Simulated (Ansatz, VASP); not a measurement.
# CdSe (Cadmoselite): VASP beside Ansatz, part 3 of 3

Aim: how closely do two programs agree when they are given the same cell, functional and k mesh?

VASP 6.6.1 and Ansatz 0.2.0.

So far. Step 3 (VASP: band structure, HSE03): The k-mesh is coarse for exact exchange; levels may shift by about 0.1 eV on a finer one. Spin-orbit coupling is off here; it would split degenerate levels, and it lifts a valence top of Se p states by about 0.1 eV. Step 4 (Side by side): The forces differ by 4.1 meV/Å r.m.s., which is 2.4 % of the r.m.s. force of 0.17 eV/Å (both taken over all components). Among the levels compared at these points, filled levels agree within 1 meV and empty ones within 18 meV.

The database entry behind the starting cell differs from later determinations by our own check (inner coordinate of an old entry), so it need not match the best structure at ambient conditions.

## (5) VASP: band structure, r2SCAN-EpsX with an exact-exchange share of 0.075

Level of this step: r2SCAN-EpsX, exact-exchange share 1/13.292; plane waves and PAW (Cd, Se) (VASP).

The same path points are solved in both programs, so levels can be compared one by one.

The run reads the wave functions of an earlier VASP run, which isn't shown here.

The input, INCAR:

```
SYSTEM = CdSe
PREC = Accurate
ENCUT = 400
EDIFF = 1E-06
NELM = 100
ISMEAR = 0
SIGMA = 0.02
LREAL = .FALSE.
ALGO = Normal
LHFCALC = .TRUE.
AEXX = 0.075
METAGGA = R2SCAN
LASPH = .TRUE.
NBANDS = 24
PRECFOCK = Fast
HFRCUT = -1
LORBIT = 11
LWAVE = .FALSE.
LCHARG = .FALSE.
KPAR = 4
```

The input, POSCAR:

```
CdSe
1.0
    4.3000000000      0.0000000000      0.0000000000
   -2.1500000000      3.7239092363      0.0000000000
    0.0000000000      0.0000000000      7.0200000000
Cd Se
2 2
Direct
    0.3333333333      0.6666666667      0.0000000000
    0.6666666667      0.3333333333      0.5000000000
    0.3333333333      0.6666666667      0.3850000000
    0.6666666667      0.3333333333      0.8850000000
```

The input, KPOINTS:

```
Automatic mesh
0
Gamma
4 4 2
0 0 0
```

The input, KPOINTS_OPT:

```
Line mode
6
Line-mode
Reciprocal
  0.00000000   0.00000000   0.00000000 GAMMA
  0.50000000   0.00000000   0.00000000 M

  0.50000000   0.00000000   0.00000000 M
  0.33333333   0.33333333   0.00000000 K

  0.33333333   0.33333333   0.00000000 K
  0.00000000   0.00000000   0.00000000 GAMMA

  0.00000000   0.00000000   0.00000000 GAMMA
  0.00000000   0.00000000   0.50000000 A

  0.00000000   0.00000000   0.50000000 A
  0.50000000   0.00000000   0.50000000 L

  0.50000000   0.00000000   0.50000000 L
  0.33333333   0.33333333   0.50000000 H

  0.33333333   0.33333333   0.50000000 H
  0.00000000   0.00000000   0.50000000 A

  0.50000000   0.00000000   0.50000000 L
  0.50000000   0.00000000   0.00000000 M

  0.33333333   0.33333333   0.00000000 K
  0.33333333   0.33333333   0.50000000 H
```

PAW data sets: Cd and Se (PBE family, release 64).

Run with:

```console
$ mpirun -np 8 vasp_std
```

Numbers of over 12 decimals in the logs are rounded to 6 here.

Log:

```text
[banner, memory and clock lines left out]
running    8 mpi-ranks, on    1 nodes
[...]
[... a notice as in an earlier step ...]

|                                                                             |
|               ----> ADVICE to this user running VASP <----                  |
|                                                                             |
|     You enforced a specific xc type in the INCAR file but a different       |
|     [... a line on the potential file left out ...]
|     I HOPE YOU KNOW WHAT YOU ARE DOING!                                     |
|                                                                             |

 LDA part: xc-table for (None), standard interpolation
 found WAVECAR, reading the header
 POSCAR, INCAR and KPOINTS ok, starting setup
[...]
HFRCUT set to (new)   9.505070
 reading WAVECAR
 the WAVECAR file was read successfully
 initial charge from wavefunction
 entering main loop
       N       E                     dE             d eps       ncg     rms          rms(c)
[...]
DAV:  10    -0.684407209984E+02   -0.11467E-05   -0.12478E-06   288   0.948E-03    0.177E-02
DAV:  11    -0.684407211389E+02   -0.14051E-06   -0.50531E-07   216   0.600E-03
   1 F= -.68440721E+02 E0= -.68440721E+02  d E =-.496360E-23
 Start KPOINTS_OPT (optional k-point list driver)
k-point batch [1-8\54]
       N       E                     dE             ncg
DAV:   1     0.178181673788E+03   -0.47414E+04      384
DAV:   2    -0.170045174717E+04   -0.18786E+04      448
DAV:   3    -0.180060872141E+04   -0.10016E+03      448
DAV:   4    -0.180173596868E+04   -0.11272E+01      456
DAV:   5    -0.180174345886E+04   -0.74902E-02      496
DAV:   6    -0.180174354609E+04   -0.87234E-04      488
DAV:   7    -0.180174354788E+04   -0.17869E-05      440
DAV:   8    -0.180174354793E+04   -0.54226E-07      368
[...]
k-point batch [49-54\54]
       N       E                     dE             ncg
DAV:   1     0.200091138354E+04   -0.60868E+04      288
DAV:   2     0.621215244103E+03   -0.13797E+04      328
DAV:   3     0.553522004908E+03   -0.67693E+02      376
DAV:   4     0.552881548804E+03   -0.64046E+00      320
DAV:   5     0.552877856861E+03   -0.36919E-02      352
DAV:   6     0.552877821756E+03   -0.35105E-04      336
DAV:   7     0.552877821184E+03   -0.57218E-06      288
```

From OUTCAR (step 5):

```text
 POSITION                                       TOTAL-FORCE (eV/Angst)
 -----------------------------------------------------------------------------------
     -0.00000      2.48261      0.00000        -0.000000      0.000000      0.299952
      2.15000      1.24130      3.51000         0.000000     -0.000000      0.299952
     -0.00000      2.48261      2.70270        -0.000000     -0.000000     -0.299952
      2.15000      1.24130      6.21270         0.000000     -0.000000     -0.299952
 -----------------------------------------------------------------------------------
    total drift:                               -0.000005      0.000001      0.006501

  FREE ENERGIE OF THE ION-ELECTRON SYSTEM (eV)
  ---------------------------------------------------
  free  energy   TOTEN  =       -68.4407211389 eV

  energy  without entropy=      -68.4407211389  energy(sigma->0) =      -68.44072114

[... 2 parts as in an earlier step ...]

[... 1 further part left out ...]
[key lines of the parts left out:]
E-fermi :   0.5338
```

The k-mesh is coarse for unscreened exact exchange, which converges slowly with it.

## (6) Ansatz: band structure, r2SCAN-EpsX with an exact-exchange share of 0.075

The same cell, functional, mesh and smearing now go to Ansatz, which takes its cutoff from its data sets.

The input, input.yaml:

```yaml
crystal:
  lattice:
    - [4.3, 0.0, 0.0]
    - [-2.15, 3.7239092363, 0.0]
    - [0.0, 0.0, 7.02]
  atoms:
    - { symbol: Cd, position: [0.3333333333, 0.6666666667, 0.0] }
    - { symbol: Cd, position: [0.6666666667, 0.3333333333, 0.5] }
    - { symbol: Se, position: [0.3333333333, 0.6666666667, 0.385] }
    - { symbol: Se, position: [0.6666666667, 0.3333333333, 0.885] }
hamiltonian:
  xc: { exchange: r2scan, correlation: r2scan, exx: { coeff: 0.075 } }
  pseudopotentials: { kind: paw }
kpoints:
  mp_grid: { grid: [4, 4, 2] }
  band_path:
    path:
      - [0.0, 0.0, 0.0]
      - [0.4, 0.0, 0.0]
      - [0.4, 0.2, 0.0]
      - [0.2, 0.2, 0.0]
      - [0.0, 0.0, 0.1]
      - [0.0, 0.0, 0.5]
      - [0.4, 0.0, 0.5]
      - [0.4, 0.2, 0.5]
      - [0.2, 0.2, 0.5]
      - [0.5, 0.0, 0.4]
      - [0.33333, 0.33333, 0.0]
      - [0.33333, 0.33333, 0.5]
    npoints: 1
scf:
  occupations: { method: gaussian, width: 0.02 }
  n_extra_bands: 8
output:
  forces: true
  stress: true
  eigenvalues: true
```

Run with:

```console
$ ansatz run input.yaml --threads 4 --pin off --max-ram 9216MiB --backend cpu --events-out ev --progress --plain --runs-dir out
```

Log:

```text
[...]
Crystal: 4 atoms, lattice volume = 112.410 Å³
Basis set: ecut = 500 eV, 2863 PW (Γ), exchange–correlation on 128×128×216 points (64 copies of the dense FFT grid, shifted against one another)
Bands: 44, of which v1, the nominal top of the filled ones, is band 36 counted from 1 (35 counted from 0)
Symmetry: 12 space group operations
[...]
k-points: 8 of 32
[...]
--- Band table (eV; the first three rows and the last of 8) ---
  k-point 0: bands = [... 32 lower, 6.2010, 6.9335, 6.9435, 6.9435, 8.5484, 9.9784, 13.8134, 13.8134, ... 4 higher]
  k-point 1: bands = [... 32 lower, 6.5576, 6.5576, 6.5576, 6.5576, 10.1905, 10.1905, 13.6869, 13.6869, ... 4 higher]
  k-point 2: bands = [... 32 lower, 4.7788, 5.5507, 6.4855, 6.5024, 10.4511, 11.2823, 13.0133, 13.7631, ... 4 higher]
  k-point 7: bands = [... 32 lower, 4.7746, 4.7746, 5.7622, 5.7622, 11.6178, 11.6178, 13.3794, 13.3794, ... 4 higher]
[key lines of the parts left out:]
Free energy (F): -27495.060999 eV
Fermi energy:    7.745999 eV
P = ⅓ Tr σ = 1.4392 GPa (14.392 kbar)
```

Wall time 61 s (4 threads of Arm Neoverse V2, shared host); peak memory 1.6 GiB; 3.7 min of CPU time.

## (7) Comparison

What differs besides the data sets and the points named for the pairs above, as far as they apply: the cutoff is 500 eV in Ansatz and 400 eV in VASP. Total energies have different zeros and are not compared.

Compared:

```
                     quantity  Ansatz   VASP  difference
gap over the path points (eV)   1.605  1.599      +0.006
```

Forces (eV/Å; atoms numbered as in POSCAR):

| atom | Ansatz x, y, z | VASP x, y, z |
| --- | --- | --- |
| Cd1 | 0.000, 0.000, 0.291 | 0.000, 0.000, 0.300 |
| Cd2 | 0.000, 0.000, 0.291 | 0.000, 0.000, 0.300 |
| Se3 | 0.000, 0.000, -0.291 | 0.000, 0.000, -0.300 |
| Se4 | 0.000, 0.000, -0.291 | 0.000, 0.000, -0.300 |

Levels at points of the path, from each program's valence-band top (eV; 4 filled, then empty):

| k (reciprocal lattice) | Ansatz | VASP |
| --- | --- | --- |
| 0.000 0.000 0.000 | -0.74 -0.01 0.00 0.00 1.60 3.04 6.87 | -0.75 -0.02 0.00 0.00 1.60 3.03 6.85 |
| 0.400 0.000 0.000 | -2.77 -1.83 -1.06 -0.78 4.09 4.18 5.69 | -2.77 -1.84 -1.07 -0.79 4.09 4.17 5.69 |
| 0.400 0.200 0.000 | -2.86 -2.21 -1.57 -1.46 5.06 5.36 5.45 | -2.87 -2.21 -1.57 -1.47 5.07 5.35 5.45 |
| 0.200 0.200 0.000 | -2.67 -2.12 -1.06 -0.81 4.45 5.37 5.92 | -2.68 -2.12 -1.07 -0.82 4.45 5.37 5.91 |
| 0.000 0.000 0.100 | -0.73 -0.26 -0.02 -0.02 1.84 3.05 6.88 | -0.73 -0.26 -0.02 -0.02 1.83 3.05 6.87 |
| 0.000 0.000 0.500 | -0.39 -0.39 -0.39 -0.39 3.25 3.25 6.74 | -0.39 -0.39 -0.39 -0.39 3.24 3.24 6.75 |
| 0.400 0.000 0.500 | -1.37 -1.37 -1.34 -1.34 3.94 3.94 5.75 | -1.38 -1.38 -1.35 -1.35 3.93 3.93 5.75 |
| 0.400 0.200 0.500 | -2.26 -2.26 -1.14 -1.14 4.52 4.52 6.33 | -2.27 -2.27 -1.15 -1.15 4.52 4.52 6.32 |
| 0.200 0.200 0.500 | -1.70 -1.70 -1.27 -1.27 4.70 4.70 6.09 | -1.70 -1.70 -1.28 -1.28 4.69 4.69 6.08 |
| 0.500 0.000 0.400 | -1.64 -1.59 -1.26 -1.13 3.64 4.07 5.62 | -1.65 -1.60 -1.27 -1.14 3.63 4.06 5.62 |

The forces differ by 5.0 meV/Å r.m.s., which is 2.9 % of the r.m.s. force of 0.17 eV/Å (both taken over all components). Among the levels compared at these points, filled levels agree within 10 meV and empty ones within 16 meV.

## (8) Results

- difference in gap over the path points (band structure, HSE03): -1.0e-4 eV
- difference in gap over the path points (band structure, r2SCAN-EpsX with an exact-exchange share of 0.075): 0.0063 eV

In words: The difference in gap over the path points is 0.0063 eV (band structure, r2SCAN-EpsX with an exact-exchange share of 0.075), within the 0.08 eV picked in this series as the mark of a large difference. Such differences can come from data sets, numerical settings and the points named under the comparisons, not from the functional's error against experiment.

[Lines on the potential files, build, host, timing and source positions are cut from VASP's logs without a mark.]

[Logs are printed without paths, hosts, clocks, repeated set-up lines and the standing remarks that a program may print on its own settings, such as how far it seeks lower states.]

[Hosts, paths, dates, database ids (printed as entryN), source tags and the programs' standing remarks are cut or masked in the printed files.]
